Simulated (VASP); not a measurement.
# Cl (Cmce) in VASP: a series of runs

One crystal, Cl, is run at these levels: HSE06, HSE03, PBE0; tasks: band structure.

All numbers are computed with VASP 6.6.1; they aren't measurements. Logs are shortened: lines on timing, memory, paths and dates and some standing lists are left out, and cuts for length are marked.

## (1) Starting point

It takes space group Cmce (No. 64, orthorhombic). Conventional cell: a = 6.290 Å, b = 4.500 Å, c = 8.210 Å, α = 90.00°, β = 90.00°, γ = 90.00°. Around Cl (site symmetry m) lie 1 Cl at 2.02 Å.

## (2) Band structure, HSE06

Contents of POSCAR:

```
Cl
1.0
    3.1450000000     -2.2500000000      0.0000000000
    3.1450000000      2.2500000000      0.0000000000
    0.0000000000      0.0000000000      8.2100000000
Cl
4
Direct
    0.3700000000      0.6300000000      0.4000000000
    0.1300000000      0.8700000000      0.9000000000
    0.6300000000      0.3700000000      0.6000000000
    0.8700000000      0.1300000000      0.1000000000
```

Contents of INCAR.step1:

```
PREC = Accurate
ENCUT = 520
EDIFF = 1E-5
ISMEAR = 0
SIGMA = 0.02
LREAL = F
LASPH = T
NELM = 100
ALGO = Normal
ISIF = 2
LWAVE = T
LCHARG = F
NBANDS = 22
GGA = PE
KPAR = 4
```

Contents of INCAR.step2:

```
PREC = Accurate
ENCUT = 520
EDIFF = 1E-6
ISMEAR = 0
SIGMA = 0.02
LREAL = F
LASPH = T
NELM = 100
ALGO = Normal
ISIF = 2
LWAVE = F
LCHARG = F
GGA = PE
LHFCALC = T
HFSCREEN = 0.2
PRECFOCK = Fast
NBANDS = 22
ISTART = 1
KPAR = 4
```

Contents of KPOINTS:

```
regular mesh
0
Gamma
  6 6 2
```

Contents of KPOINTS_OPT:

```
path GXSRAZGYX1A1TY,ZT
12
line-mode
reciprocal
 0.0000000000  0.0000000000  0.0000000000  G
 0.3779569104 -0.3779569104  0.0000000000  X

 0.3779569104 -0.3779569104  0.0000000000  X
 0.0000000000 -0.5000000000  0.0000000000  S

 0.0000000000 -0.5000000000  0.0000000000  S
 0.0000000000 -0.5000000000 -0.5000000000  R

 0.0000000000 -0.5000000000 -0.5000000000  R
 0.3779569104 -0.3779569104 -0.5000000000  A

 0.3779569104 -0.3779569104 -0.5000000000  A
 0.0000000000  0.0000000000 -0.5000000000  Z

 0.0000000000  0.0000000000 -0.5000000000  Z
 0.0000000000  0.0000000000  0.0000000000  G

 0.0000000000  0.0000000000  0.0000000000  G
-0.5000000000 -0.5000000000  0.0000000000  Y

-0.5000000000 -0.5000000000  0.0000000000  Y
-0.3779569104 -0.6220430896  0.0000000000  X1

-0.3779569104 -0.6220430896  0.0000000000  X1
-0.3779569104 -0.6220430896 -0.5000000000  A1

-0.3779569104 -0.6220430896 -0.5000000000  A1
-0.5000000000 -0.5000000000 -0.5000000000  T

-0.5000000000 -0.5000000000 -0.5000000000  T
-0.5000000000 -0.5000000000  0.0000000000  Y

 0.0000000000  0.0000000000 -0.5000000000  Z
-0.5000000000 -0.5000000000 -0.5000000000  T
```

Potentials or basis: VASP PAW PBE potentials, release 64 (Cl).

Run with:

```
cat potpaw_PBE.64/Cl/POTCAR > POTCAR
cp INCAR.step1 INCAR
mpirun -np 4 vasp_std > vasp.out
cp INCAR.step2 INCAR
mpirun -np 4 vasp_std > vasp.out
```

OUTCAR:

```text
PREC = Accurate
   ENCUT = 520
   EDIFF = 1E-6
   ISMEAR = 0
   LREAL = F
   LASPH = T
   NELM = 100
   ISIF = 2
   GGA = PE
   LHFCALC = T
   HFSCREEN = 0.2
   PRECFOCK = Fast
   ISTART = 1

 ion  position               nearest neighbor table
   1  0.370  0.630  0.400-   3 2.02
   2  0.130  0.870  0.900-   4 2.02
   3  0.630  0.370  0.600-   1 2.02
   4  0.870  0.130  0.100-   2 2.02

  LATTYP: Found a base centered orthorhombic cell.
 ALAT       =     4.5000000000
 B/A-ratio  =     1.3977777778
 C/A-ratio  =     1.8244444444

  Lattice vectors:

 A1 = (  -3.1450000000,  -2.2500000000,   0.0000000000)
 A2 = (   3.1450000000,  -2.2500000000,   0.0000000000)
 A3 = (   0.0000000000,   0.0000000000,   8.2100000000)

Analysis of symmetry for initial positions (statically):
=====================================================================
 Subroutine PRICEL returns:
 Original cell was already a primitive cell.

 Routine SETGRP: Setting up the symmetry group for a
 base centered orthorhombic supercell.

 Subroutine GETGRP returns: Found  8 space group operations
 (whereof  4 operations were pure point group operations)
 out of a pool of  8 trial point group operations.

The static configuration has the point symmetry C_2h.
 The point group associated with its full space group is D_2h.

Analysis of symmetry for dynamics (positions and initial velocities):
=====================================================================
 Subroutine PRICEL returns:
 Original cell was already a primitive cell.

 Routine SETGRP: Setting up the symmetry group for a
 base centered orthorhombic supercell.

 Subroutine GETGRP returns: Found  8 space group operations
 (whereof  4 operations were pure point group operations)
 out of a pool of  8 trial point group operations.

The dynamic configuration has the point symmetry C_2h.
 The point group associated with its full space group is D_2h.

 Subroutine INISYM returns: Found  8 space group operations
 (whereof  4 operations are pure point group operations),
 and found     1 'primitive' translations

----------------------------------------------------------------------------------------

                                     Primitive cell

  volume of cell :     116.1920

  direct lattice vectors                    reciprocal lattice vectors
     3.145000000 -2.250000000  0.000000000     0.158982512 -0.222222222  0.000000000
     3.145000000  2.250000000  0.000000000     0.158982512  0.222222222  0.000000000
     0.000000000  0.000000000  8.210000000     0.000000000  0.000000000  0.121802680

  length of vectors
     3.866978795  3.866978795  8.210000000     0.273236445  0.273236445  0.121802680

  position of ions in fractional coordinates (direct lattice)
     0.370000000  0.630000000  0.400000000
     0.130000000  0.870000000  0.900000000
     0.630000000  0.370000000  0.600000000
     0.870000000  0.130000000  0.100000000

  ion indices of the primitive-cell ions
   primitive index   ion index
                 1           1
                 2           2
                 3           3
                 4           4

----------------------------------------------------------------------------------------

 KPOINTS: regular mesh

Automatic generation of k-mesh.
 Grid dimensions read from file:
 generate k-points for:    6    6    2

 Generating k-lattice:

  Cartesian coordinates                     Fractional coordinates (reciprocal lattice)
     0.026497085 -0.037037037  0.000000000     0.166666667  0.000000000  0.000000000
     0.026497085  0.037037037  0.000000000     0.000000000  0.166666667  0.000000000
     0.000000000  0.000000000  0.060901340     0.000000000  0.000000000  0.500000000

  Length of vectors
     0.045539408  0.045539408  0.060901340

  Shift w.r.t. Gamma in fractional coordinates (k-lattice)
     0.000000000  0.000000000  0.000000000

 Subroutine IBZKPT returns following result:
 ===========================================

 Found     26 irreducible k-points:

 Following reciprocal coordinates:
[... 49 lines left out ...]
      6      -6.0426      2.00000
[... 14 lines left out ...]
     21      10.0962      0.00000
     22      10.4255      0.00000

 k-point     2 :       0.1667    0.0000    0.0000
  band No.  band energies     occupation
      1     -19.5091      2.00000
      2     -19.3090      2.00000
      3     -15.2423      2.00000
      4     -14.7340      2.00000
      5      -6.9096      2.00000
      6      -6.1078      2.00000
[... 14 lines left out ...]
     21       9.9488      0.00000
     22      10.5489      0.00000

 k-point     3 :       0.3333   -0.0000    0.0000
  band No.  band energies     occupation
      1     -19.3884      2.00000
      2     -19.2699      2.00000
      3     -15.1495      2.00000
      4     -14.8621      2.00000
      5      -6.8786      2.00000
      6      -6.3451      2.00000
[... 14 lines left out ...]
     21      10.4275      0.00000
     22      11.2176      0.00000

 k-point     4 :       0.5000    0.0000    0.0000
  band No.  band energies     occupation
      1     -19.2879      2.00000
      2     -19.2879      2.00000
      3     -15.0163      2.00000
      4     -15.0163      2.00000
      5      -6.6886      2.00000
      6      -6.6886      2.00000
[... 14 lines left out ...]
     21      10.9484      0.00000
     22      10.9484      0.00000

 k-point     5 :       0.1667    0.1667    0.0000
  band No.  band energies     occupation
      1     -19.5005      2.00000
      2     -19.2877      2.00000
      3     -15.2321      2.00000
      4     -14.6925      2.00000
      5      -6.8737      2.00000
      6      -6.0982      2.00000
[... 417 lines left out ...]
 k-point    22 :      -0.1667    0.1667    0.5000
  band No.  band energies     occupation
      1     -19.3593      2.00000
      2     -19.3593      2.00000
      3     -15.0136      2.00000
      4     -15.0136      2.00000
      5      -6.5571      2.00000
      6      -6.5571      2.00000
[... 14 lines left out ...]
     21      10.3877      0.00000
     22      10.3877      0.00000

 k-point    23 :       0.3333    0.3333    0.5000
  band No.  band energies     occupation
      1     -19.2870      2.00000
      2     -19.2870      2.00000
      3     -14.9244      2.00000
      4     -14.9244      2.00000
      5      -6.5469      2.00000
      6      -6.5469      2.00000
[... 14 lines left out ...]
     21      10.5297      0.00000
     22      10.5297      0.00000

 k-point    24 :       0.5000    0.3333    0.5000
  band No.  band energies     occupation
      1     -19.2443      2.00000
      2     -19.2443      2.00000
      3     -14.9335      2.00000
      4     -14.9335      2.00000
      5      -6.5367      2.00000
      6      -6.5367      2.00000
[... 14 lines left out ...]
     21      10.3731      0.00000
     22      10.3731      0.00000

 [... further k-points ...]

------------------------ aborting loop because EDIFF is reached ----------------------------------------

  FORCE on cell =-STRESS in cart. coord.  units (eV):
  Direction    XX          YY          ZZ          XY          YZ          ZX
  --------------------------------------------------------------------------------------
  -------------------------------------------------------------------------------------
  Total        0.7341691     -0.7030415     -1.9453891      0.0000000      0.0000000      0.0000000
  in kB       10.1234925     -9.6942719    -26.8250623      0.0000000      0.0000000      0.0000000
  external PRESSURE =      -8.7986139 kB  Pullay stress =       0.0000000 kB

 VOLUME and BASIS-vectors are now :
 -----------------------------------------------------------------------------
  energy-cutoff  :      520.00
  volume of cell :      116.19
      direct lattice vectors                 reciprocal lattice vectors
     3.145000000 -2.250000000  0.000000000     0.158982512 -0.222222222  0.000000000
     3.145000000  2.250000000  0.000000000     0.158982512  0.222222222  0.000000000
     0.000000000  0.000000000  8.210000000     0.000000000  0.000000000  0.121802680

 POSITION                                       TOTAL-FORCE (eV/Angst)
 -----------------------------------------------------------------------------------
      3.14500      0.58500      3.28400         0.000000     -0.538087      0.649776
      3.14500      1.66500      7.38900         0.000000      0.538087      0.649776
      3.14500     -0.58500      4.92600         0.000000      0.538087     -0.649776
      3.14500     -1.66500      0.82100         0.000000     -0.538087     -0.649776
 -----------------------------------------------------------------------------------
    total drift:                                0.000000     -0.000000     -0.000000

  FREE ENERGIE OF THE ION-ELECTRON SYSTEM (eV)
  ---------------------------------------------------
  free  energy   TOTEN  =       -10.5971505416 eV

  energy  without entropy=      -10.5971505416  energy(sigma->0) =      -10.59715054
```

It took 41 min on 4 MPI ranks of Intel Xeon Platinum 8488C (Sapphire Rapids), shared host; peak memory 0.49 GiB.

What came out:

```
Free energy             : -10.5972 eV
Pressure                : -0.9 GPa
Largest force           : 0.844 eV/Å
Band gap on the k mesh  : 4.17 eV, indirect (least direct gap 4.26 eV)
Band gap along the path : 4.15 eV, indirect (least direct gap 4.24 eV)
```

Forces in eV/Å, atoms in the order of the input:
```
Cl   0.000 -0.538  0.650
Cl   0.000  0.538  0.650
Cl   0.000  0.538 -0.650
Cl   0.000 -0.538 -0.650
```

Levels at the corners of the path, in eV from the valence-band top:
```
point  band 11  band 12  band 13  band 14  band 15  band 16  band 17  band 18
    Γ    -0.73    -0.42    -0.18    -0.09     4.17     4.83     8.35     9.04
    X    -0.91    -0.67    -0.21    -0.04     4.31     4.50    10.11    10.76
    X    -0.91    -0.67    -0.21    -0.04     4.31     4.50    10.11    10.76
    S    -0.52    -0.52    -0.15    -0.15     4.56     4.56     9.81     9.81
    S    -0.52    -0.52    -0.15    -0.15     4.56     4.56     9.81     9.81
    R    -0.47    -0.47     0.00     0.00     4.49     4.49    10.04    10.04
    R    -0.47    -0.47     0.00     0.00     4.49     4.49    10.04    10.04
    A    -0.45    -0.45    -0.41    -0.41     4.40     4.40    10.80    10.80
    A    -0.45    -0.45    -0.41    -0.41     4.40     4.40    10.80    10.80
    Z    -0.67    -0.67    -0.14    -0.14     4.38     4.38     8.99     8.99
    Z    -0.67    -0.67    -0.14    -0.14     4.38     4.38     8.99     8.99
    Γ    -0.73    -0.42    -0.18    -0.09     4.17     4.83     8.35     9.04
    Γ    -0.73    -0.42    -0.18    -0.09     4.17     4.83     8.35     9.04
    Y    -1.03    -0.93    -0.38    -0.03     4.27     4.47    10.13    10.21
    Y    -1.03    -0.93    -0.38    -0.03     4.27     4.47    10.13    10.21
   X1    -0.91    -0.67    -0.21    -0.04     4.31     4.50    10.11    10.76
   X1    -0.91    -0.67    -0.21    -0.04     4.31     4.50    10.11    10.76
   A1    -0.45    -0.45    -0.41    -0.41     4.40     4.40    10.80    10.80
   A1    -0.45    -0.45    -0.41    -0.41     4.40     4.40    10.80    10.80
    T    -0.73    -0.73    -0.50    -0.50     4.28     4.28    10.50    10.50
    T    -0.73    -0.73    -0.50    -0.50     4.28     4.28    10.50    10.50
    Y    -1.03    -0.93    -0.38    -0.03     4.27     4.47    10.13    10.21
    Z    -0.67    -0.67    -0.14    -0.14     4.38     4.38     8.99     8.99
    T    -0.73    -0.73    -0.50    -0.50     4.28     4.28    10.50    10.50
```

Caveat: the PAW data sets were made with another functional, which shifts forces and pressure a little.

(Continued in part 2 of 2.)
